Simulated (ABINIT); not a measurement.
Wanted: the native input for an ABINIT 10.8.3 (patched build) run.

| Property | Result |
| --- | --- |
| Task | relaxation of cell and atoms |
| Functional | PBE |
| Potentials or basis | JTH PAW PBE v2.0 |
| Cutoff | 463 eV |
| k mesh | 13 × 13 × 13 |
| Occupations | fermi-dirac, width 0.05 eV |
| Spin | no spin polarisation |
| Target pressure | 20 GPa |
| Cell freedom (optcell) | 2 |
| Cutoff smearing ecutsm (Ha) | 0.5 |
| Optimiser (ionmov) | 2 |
| Force stop (Ha/bohr) | 0.0001 |
| Fine-grid cutoff | 925.187 eV |

Ga:

```
CELL_PARAMETERS angstrom
-1.38440 1.38440 2.31122
1.38440 -1.38440 2.31122
1.38440 1.38440 -2.31122
ATOMIC_POSITIONS crystal
Ga 0.00000 0.00000 0.00000
```

This isn't the form of Ga at room conditions, which is orthorhombic.

One way to write it, as run:

run.abi

```
# Pseudopotentials
pp_dirpath "./"
pseudos "Ga.GGA_PBE-JTH.xml"

# Structure
acell 3*1.0 Angstrom
rprim
    -1.3843987196     1.3843987196     2.3112238365
     1.3843987196    -1.3843987196     2.3112238365
     1.3843987196     1.3843987196    -2.3112238365
ntypat 1
znucl 31
natom 1
typat 1
xred
     0.0000000000     0.0000000000     0.0000000000
chkprim 0
chksymtnons 0
tolsym 1.0e-6

# Plane-wave basis
ecut 17.0
pawecutdg 34.0
pawxcdev 0

# k points
kptopt 1
ngkpt 13 13 13
nshiftk 1
shiftk 0.0 0.0 0.0

# Exchange and correlation
ixc 11

# Bands and occupations
nband 11
occopt 3
tsmear 0.00183747

# SCF cycle
nstep 100
tolvrs 1.0e-9

# Output
iomode 3
prtwf 0
prtden 0
prteig 0
prtebands 0
enunit 1

# Relaxation
ionmov 2
ntime 60
tolmxf 0.0001
optcell 2
dilatmx 1.08
ecutsm 0.5
strtarget 3*-6.797862e-04 3*0.0
```

Potentials or basis: JTH PAW PBE v2.0.

Run with:

```sh
$ abinit run.abi > log 2>&1
```

Results of the run:

```
Relaxed volume                                         : 14.95 Å³/atom
Relaxed cell                                           : a = 2.837 Å, b = 2.837 Å, c = 2.837 Å, α = 124.34°, β = 124.34°, γ = 82.64°
Space group after relaxing (to 0.05 Å)                 : I4/mmm (No. 139)
Energy change on relaxing (the enthalpy is what falls) : +180.3 meV/atom
Ionic steps                                            : 9
Pressure after relaxing                                : 20.0 GPa
Band gap on the k mesh                                 : none (metal or under the smearing width)
Valence electrons inside the program's atomic spheres  : Ga 11.09 (radii [1.1132] Å)
```

Caveat: the volume moved by over 15 % at a fixed basis, so the end points are rough.

Wall time 3.9 min on 1 thread of Arm Neoverse V1, on a shared host, peak memory 0.13 GiB.
